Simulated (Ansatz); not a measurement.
# What the exchange settings do to a defect level: V_N in AlN (P6_3mc)

Question: how much does the treatment of exact exchange change the (+1/0) level of V_N in AlN (P6_3mc), and what does each choice cost? Model: a cell of 128 host atoms with 1 N taken out.

Program: Ansatz 0.2.0. Level of theory: plane-wave PAW DFT; relaxations with PBEsol, then single points with HSE06, on supercells at fixed charge in a uniform background. Results are calculated unless marked as measured.

### 1. The starting structure

The cell holds 127 atoms: 64 Al and 63 N. Its edges and angles: a = 14.686 Å, b = 14.686 Å, c = 11.753 Å, α = 125.1°, β = 125.1°, γ = 94.5°. It derives from AlN (space group P6_3mc). Nearest the centre at fractional (0.554, 0.637, 0.750): Al102 at 1.89 Å, Al55 at 1.89 Å, Al117 at 1.89 Å, Al51 at 1.90 Å, N112 at 3.07 Å, N124 at 3.07 Å, N109 at 3.07 Å, N32 at 3.07 Å. The cell carries charge +1.

Screening for the image-charge correction: ε∞ = (4.50, 4.50, 4.73), ε0 = (8.20, 8.20, 9.74), computed on the host (DFPT, PBEsol).

The cell's shortest repeat is 11.8 Å.

### 2. Relaxing both charge states, PBEsol

The study needs fixed structures, so each charge is relaxed once, at one point at (¼, ¼, ¼), from small random displacements that break the symmetry of the site.

Input file qp1.relax/input.yaml:

```yaml
crystal:
  lattice:
    - [-4.67041106, 2.69646303, 4.9836768]
    - [4.67041106, -2.69646303, 4.9836768]
    - [1.55680365, 2.69646308, -4.9836768]
  atoms:
    - { symbol: Al, position: [0.416184, 0.08285, 0.0] }
    - { symbol: Al, position: [0.416184, 0.58285, 0.5] }
    - { symbol: Al, position: [0.916184, 0.08285, 0.5] }
    - { symbol: Al, position: [0.916184, 0.58285, 0.0] }
    - { symbol: Al, position: [0.33285, 0.166184, 0.5] }
    - { symbol: Al, position: [0.33285, 0.666184, 0.0] }
    - { symbol: Al, position: [0.83285, 0.166184, 0.0] }
    - { symbol: Al, position: [0.83285, 0.666184, 0.5] }
    - { symbol: "N", position: [0.10715, 0.273816, 0.5] }
    - { symbol: "N", position: [0.10715, 0.773816, 0.0] }
    - { symbol: "N", position: [0.60715, 0.273816, 0.0] }
    - { symbol: "N", position: [0.60715, 0.773816, 0.5] }
    - { symbol: "N", position: [0.023816, 0.35715, 0.0] }
    - { symbol: "N", position: [0.023816, 0.85715, 0.5] }
    - { symbol: "N", position: [0.523816, 0.35715, 0.5] }
    - { symbol: "N", position: [0.523816, 0.85715, 0.0] }
  supercell: [2, 2, 2]
  defects: [{ vacancy: 120 }]
total_charge: 1
basis:
  ecutwfc: 420
  xc_grid: 2
hamiltonian:
  xc: pbesol
  pseudopotentials: { kind: paw, azcp: { folder: soft_1 }, xc_functional: pbe }
kpoints:
  mp_grid: { grid: [1, 1, 1], shift: [0.25, 0.25, 0.25] }
scf:
  occupations: { method: fixed }
  max_iter: 100
output:
  forces: true
  charged_corrections:
    epsilon: [4.5, 4.5, 4.73]
    static_epsilon: [8.2, 8.2, 9.74]
    defect_position: [0.553575, 0.636908, 0.75]
relax:
  f_tol: 0.015
  max_steps: 60
  random_displacement: { amplitude: 0.04, seed: 1430 }
checkpoint:
  write: "../qp1.relax.run"
  compress: false
  write_wavefunctions: true
  write_every: 100000
```

Command:

```sh
$ ansatz run input.yaml --threads 32 --pin off --max-ram 84787MiB --backend cuda --events-out ev --progress --plain --runs-dir out --max-vram 78GiB
```

Numbers of over 12 decimals in the logs are rounded to 6 here.

The log of the run:

```text
[... repeated set-up lines and file paths are left out, and long positions are rounded to six places ...]
Engine: ansatz 0.2.0, aarch64-unknown-linux-gnu
Pseudopotentials: kind: paw
Pseudopotential: Al, paw, valence charge 3, recommended cutoff 420 eV (normal), soft_1/Al.paw.azcp
Pseudopotential: N, paw, valence charge 5, recommended cutoff 420 eV (normal), soft_1/N.paw.azcp
Functional definition: PBEsol
  exchange = pbesol_x
  correlation = pbesol_c
[...]
Crystal: 127 atoms, lattice volume = 1338.931 Å³
Basis set: ecut = 420 eV, 26161 PW (Γ), exchange–correlation on 200×200×160 points (8 copies of the dense FFT grid, shifted against one another)
Bands: 380, of which v1, the nominal top of the filled ones, is band 253 counted from 1 (252 counted from 0)
Symmetry: 1 space group operations
k-points: 1
Non-local potential: Al, projectors of the file, l = 0: 2, l = 1: 2, l = 2: 1
Non-local potential: N, projectors of the file, l = 0: 2, l = 1: 2, l = 2: 1
PAW form: soft (Blöchl's): semilocal exchange-correlation on the pseudo side does not see the compensation charge
PAW frozen core: Al, regenerated for the run's functional, and the local potential with it (the file was generated under x = pbe(κ = 0.804, μ = 0.219515), c = pbe(β = 0.066725))
PAW frozen core: N, regenerated for the run's functional, and the local potential with it (the file was generated under x = pbe(κ = 0.804, μ = 0.219515), c = pbe(β = 0.066725))
PAW one-centre angular grid: Al, 110 points (default); XC on 64 Gauss nodes
PAW one-centre angular grid: N, 110 points (default); XC on 64 Gauss nodes
Initial density: superposition of atomic densities (chi_scale 0.1, normalization cell, long waves kept (reshape's long-wave potential 0.19 eV rms))
Initial wavefunctions: pseudopotential atomic-orbital guess
[...]
Functional: x = pbesol(κ = 0.804, μ = 0.123457), c = pbesol(β = 0.046)
SCF iter   1: F=—  HF=-57694.350520 eV  |Δ(HF+E_count)|=         —  Δρ=1.32e-1  dr2=2.89e2  Hψ=1186
preconditioner: auto → Resta (q_TF=auto, 2.320 Å⁻¹)  ε∞=3.6  [insulator: Δε(μ)=3.814 eV  Ē_g=14.133 eV  n_scr=288 (ndim 8)  ℏωp=22.8 eV  f_vac=0.000  ε∞_Penn≈3.6]
SCF iter   2: F=—  HF=-57610.003138 eV  |Δ(HF+E_count)|=    8.43e1  Δρ=4.52e-2  dr2=1.51e1  Hψ=830
[...]
SCF iter   9: F=-57605.507961 eV  HF=-57605.507962 eV  |Δ(HF+E_count)|=   2.76e-6  Δρ=8.02e-6  dr2=8.24e-7  Hψ=890
SCF 1 converged in 9 iterations: F = -57605.507961 eV  dr2 = 8.24e-7
[...]
relax step   1: F+E_penalty+E_count = -57605.50796105 eV  Δ(F+E_penalty+E_count) = +0.000e0 eV  max|allowed force component| = 1.648e0 eV/Å  Δτ_max = 0.0000 Å  (9 SCF iters, dr2 threshold 5.63e-6 eV, accepted)
[...]
relax step   2: F+E_penalty+E_count = -57607.18018715 eV  Δ(F+E_penalty+E_count) = -1.672e0 eV  max|allowed force component| = 8.855e-1 eV/Å  Δτ_max = 0.0826 Å  (6 SCF iters, dr2 threshold 1.00e-4 eV, accepted)
[...]
relax step   4: F+E_penalty+E_count = -57607.93932322 eV  Δ(F+E_penalty+E_count) = -2.715e-3 eV  max|allowed force component| = 2.294e-2 eV/Å  Δτ_max = 0.0073 Å  (5 SCF iters, dr2 threshold 3.99e-7 eV, accepted)
[...]
relax step   5: F+E_penalty+E_count = -57607.93945260 eV  Δ(F+E_penalty+E_count) = -1.294e-4 eV  max|allowed force component| = 1.254e-2 eV/Å  Δτ_max = 0.0017 Å  (5 SCF iters, accepted)
[...]
NSCF: frozen V_eff on 1 k-points
[...]
SCF converged after 5 iterations
Free energy (F): -57607.939453 eV
Harris-Foulkes:  -57607.939453 eV  (|F-HF|=2.34e-8)
Internal energy: -57607.939453 eV  (E = F + TS)
E sigma→0 (E₀):  -57607.939453 eV
Fermi energy:    7.274858 eV
--- Per-component energies (eV) ---
  E_band       = 876.247362
  E_kinetic    = 9830.305551
  E_local      = -13474.381088  (includes V_loc(G=0)·N_el)
  E_nonlocal   = 2833.241251
  E_hartree    = 4966.125264
  E_xc         = -6199.359330
  E_vxc        = -6724.105527  (∫ρ·V_xc dr)
  E_paw        = -37018.014515  (= ΣΔE_a)
  E_vpaw       = -1521.115850  (= ΣTr[D̂ρ^β])
  E_aug_tail   = 0.052811  (compensation charges beyond the density's cutoff)
  E_ewald      = -18548.904521
  E_core_change = 2.995125  (= ΣΔE_core)
  E_smearing   = -0.000000  (= −TS)
  E_closure    = 0.000000  (closes the sum)
  E_deformation_potential = 17.062512  (in the stress; not in F)
  Σ components = -57607.939453   (vs F -57607.939453, Δ=0.00e0)
--- Forces (eV/Å), atoms counted from 1 ---
  atom   1  Al     0.00601035    -0.00202237     0.00026917
  atom   2  Al     0.00436296     0.00175575     0.00129289
  [... 4 atoms left out ...]
  [... 121 more lines of this table ...]
  max |Σ_I F_I| component: 3.55e-5 eV/Å
--- Charged-cell corrections in eV (Makov–Payne, q = +1.000 e, ε = [8.200, 8.200, 9.740]) ---
  F (periodic)     = -57607.939453  (uncorrected; the corrections below are reported, never added to it)
  E_corr1          = +0.216357  (monopole, q²α_M/2ε̄L, of the cell on which ε is isotropic)
  F Makov-Payne    = -57607.723096  (F + E_corr1; no measured alignment; for a localised charge, not one spread in a band: unchecked)
  no potential alignment in this run, which stands beside a crystal: run the host's input off ansatz write-host-input, and read the two finished runs by ansatz place-levels (neither reads a slab, a wire or a sheet, whose cell leaves a vacuum)
--- Band table (eV) ---
  k-point 0: bands = ["-7.9039", "-7.8780", "-7.5408", "-7.5060", "-7.4653", "-7.4277", "-7.1181", "-7.0919", "-6.8947", "-6.8905", [... rest cut ...]
--- Relaxed structure (5 steps of the walk, 5 accepted, 0 SCFs on fresh bases) ---
  F+E_penalty+E_count = -57607.93945260 eV   max|allowed force component| = 1.254e-2 eV/Å
  atoms:
    - { symbol: Al, position: [0.207791, 0.041326, -0.000756] }
    - { symbol: Al, position: [0.207267, 0.290379, 0.248238] }
    [... 4 atoms left out ...]
  [... 121 more lines of this table ...]
```

The job ended after 6 s (1 × NVIDIA GB200 with 32 threads of Arm Neoverse V2, shared host; peak memory 1.5 GiB).

The steps of the relaxation:

```
step  energy less that of the first step (eV)  largest force component (eV/Å)
   1                                   0.0000                          1.6479
   2                                  -1.6722                          0.8855
   3                                  -2.4286                          0.0799
   4                                  -2.4314                          0.0229
   5                                  -2.4315                          0.0125
```

The atoms that moved most (Å, from the sites as typed, ahead of the random displacement, the mean shift of all atoms taken out):

```
 atom      dx      dy      dz  length
 Al51   0.001  -0.001  -0.085   0.085
Al117  -0.036   0.021   0.005   0.042
 Al55   0.001  -0.041   0.008   0.042
Al102   0.036   0.020   0.008   0.042
 N126   0.010  -0.006  -0.017   0.021
 N112  -0.010  -0.005  -0.014   0.017
  N94   0.000   0.000   0.017   0.017
 N124   0.000   0.011  -0.013   0.017
```

The atoms nearest to the centre after the run:

```
 atom  distance (Å)
Al117         1.930
Al102         1.935
 Al55         1.938
 Al51         1.986
 N126         3.052
  N94         3.054
 N112         3.058
 N109         3.059
 N124         3.060
  N32         3.061
Al114         3.094
 N107         3.099
  N90         3.100
 N108         3.102
  N12         3.105
 N106         3.108
```

```
charge  moment set (μB)  steps  largest displacement (Å)  time
     0                1      7                      0.11  10 s
    +1                0      5                      0.09   6 s
```

The relaxation ends 19 meV an atom lower than the displaced start, with a largest force component of 0.013 eV/Å.

(Continued in part 2 of 2.)

[Logs are printed without paths, hosts, clocks, repeated set-up lines and the standing remarks that a program may print on its own settings, such as how far it seeks lower states.]

[Hosts, paths, dates, database ids (printed as entryN), source tags and the programs' standing remarks are cut or masked in the printed files.]

[Where a table of states has a column of steps, it counts the stored structures, which are thinned; the runs took as many ionic steps or more.]

[For some hosts the program warned that the k-mesh of the response run may be too coarse for force constants and the static dielectric constant; such warnings are not shown here.]
